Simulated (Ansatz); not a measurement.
SrF2:
Space group Fm-3m (No. 225); a = 5.7906 Å, b = 5.7906 Å, c = 5.7906 Å, α = 90.00°, β = 90.00°, γ = 90.00°

```json
[
 {"atom": "Sr", "site": "4a", "symmetry": "m-3m", "x": "0.0000", "y": "0.0000", "z": "0.0000"},
 {"atom": "F", "site": "8c", "symmetry": "-43m", "x": "0.2500", "y": "0.2500", "z": "0.2500"}
]
```
(The calculation used a cell of 3 atoms; values per cell refer to that cell.)

Relaxed with r²SCAN.

Problem. Which orbitals make up the states near the band edges in plane-wave PAW r²SCAN (Ansatz code)?

Solution. Top 1 eV of the valence band: F 2p 97 %. Bottom 1 eV of the conduction band: Sr 5s 75 %, F 2s 14 %. Projections are on Löwdin-orthogonalised atomic valence shells; empty p or d shells of many metals are not among them.

Problem. Tabulate the density of states.

Solution. States/eV per cell of 3 atoms, in 0.25 eV bins, energy from the valence-band maximum.

```tsv
E (eV)	total	F 2p	Sr 5s	Sr 4p
-7.85	0.00	0.00	0.00	0.00
-7.60	0.00	0.00	0.00	0.00
-7.35	0.00	0.00	0.00	0.00
-7.10	0.00	0.00	0.00	0.00
-6.85	0.00	0.00	0.00	0.00
-6.60	0.00	0.00	0.00	0.00
-6.35	0.00	0.00	0.00	0.00
-6.10	0.00	0.00	0.00	0.00
-5.85	0.00	0.00	0.00	0.00
-5.60	0.00	0.00	0.00	0.00
-5.35	0.00	0.00	0.00	0.00
-5.10	0.00	0.00	0.00	0.00
-4.85	0.00	0.00	0.00	0.00
-4.60	0.00	0.00	0.00	0.00
-4.35	0.00	0.00	0.00	0.00
-4.10	0.00	0.00	0.00	0.00
-3.85	0.00	0.00	0.00	0.00
-3.60	0.00	0.00	0.00	0.00
-3.35	0.00	0.00	0.00	0.00
-3.10	0.00	0.00	0.00	0.00
-2.85	0.00	0.00	0.00	0.00
-2.60	0.00	0.00	0.00	0.00
-2.35	0.00	0.00	0.00	0.00
-2.10	0.01	0.01	0.00	0.00
-1.85	0.87	0.79	0.07	0.00
-1.60	3.41	3.20	0.12	0.01
-1.35	7.93	7.55	0.08	0.10
-1.10	8.21	7.82	0.11	0.11
-0.85	4.88	4.68	0.05	0.07
-0.60	5.07	4.92	0.02	0.06
-0.35	8.85	8.66	0.01	0.09
-0.10	8.76	8.62	0.01	0.07
0.15	0.00	0.00	0.00	0.00
0.40	0.00	0.00	0.00	0.00
0.65	0.00	0.00	0.00	0.00
0.90	0.00	0.00	0.00	0.00
1.15	0.00	0.00	0.00	0.00
1.40	0.00	0.00	0.00	0.00
1.65	0.00	0.00	0.00	0.00
1.90	0.00	0.00	0.00	0.00
2.15	0.00	0.00	0.00	0.00
2.40	0.00	0.00	0.00	0.00
2.65	0.00	0.00	0.00	0.00
2.90	0.00	0.00	0.00	0.00
3.15	0.00	0.00	0.00	0.00
3.40	0.00	0.00	0.00	0.00
3.65	0.00	0.00	0.00	0.00
3.90	0.00	0.00	0.00	0.00
4.15	0.00	0.00	0.00	0.00
4.40	0.00	0.00	0.00	0.00
4.65	0.00	0.00	0.00	0.00
4.90	0.00	0.00	0.00	0.00
5.15	0.00	0.00	0.00	0.00
5.40	0.00	0.00	0.00	0.00
5.65	0.00	0.00	0.00	0.00
5.90	0.00	0.00	0.00	0.00
6.15	0.00	0.00	0.00	0.00
6.40	0.00	0.00	0.00	0.00
6.65	0.00	0.00	0.00	0.00
6.90	0.00	0.00	0.00	0.00
7.15	0.00	0.00	0.00	0.00
7.40	0.00	0.00	0.00	0.00
7.65	0.02	0.00	0.01	0.00
7.90	0.07	0.00	0.05	0.00
8.15	0.11	0.00	0.09	0.00
8.40	0.16	0.01	0.12	0.00
8.65	0.25	0.01	0.17	0.00
8.90	1.28	0.06	0.36	0.00
9.15	2.71	0.10	0.61	0.01
9.40	2.10	0.07	0.59	0.01
9.65	0.80	0.02	0.22	0.00
9.90	0.34	0.01	0.08	0.00
10.15	0.14	0.00	0.03	0.00
10.40	0.04	0.00	0.01	0.00
10.65	0.53	0.00	0.04	0.00
10.90	2.23	0.02	0.15	0.00
11.15	3.82	0.03	0.35	0.00
11.40	4.99	0.05	0.65	0.00
11.65	3.47	0.03	0.34	0.00
11.90	2.17	0.02	0.08	0.00
```

The cell was relaxed with r²SCAN under the symmetry of its start; phonons on a q-mesh show no instability. Spin–orbit coupling is left out wherever it is not named.

Potentials: the later of the program's two PAW sets.
